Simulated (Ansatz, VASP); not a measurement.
## Bi in VASP and in Ansatz

```
Bi
1.0
    -1.87691    1.87691    1.87691
     1.87691   -1.87691    1.87691
     1.87691    1.87691   -1.87691
Bi
1
Direct
  0.00000 0.00000 0.00000
```

Alike in both runs: functional PBEsol; k mesh 22 × 22 × 22; occupations gaussian, width 0.03 eV; no spin polarisation.

Ansatz relaxed the structure, and its values are those at the end. VASP's run is a single point on that final structure, the one shown.

|  | VASP | Ansatz |
| --- | --- | --- |
| version | VASP 6.6.1 | Ansatz 0.2.0 |
| potentials or method | VASP PAW PBE potentials, release 64 (Bi_d) | scalar-relativistic, plane waves, PAW |
| plane-wave cutoff (eV) | 520 | 420 |
| valence electrons in the cell | 15 | 15 |

|  | VASP | Ansatz | Ansatz less VASP |
| --- | --- | --- | --- |
| gap on the k mesh at the Fermi level (eV) | none | none | - |
| pressure (GPa) | 10.0 | 10.1 | +0.05 |

A gap of «none» marks a metal or a gap that the smearing closes.

Caveats: the PAW data sets were made with another functional, which shifts forces and pressure a little (VASP); spin-orbit coupling is left out, which moves the levels of the heavy elements.
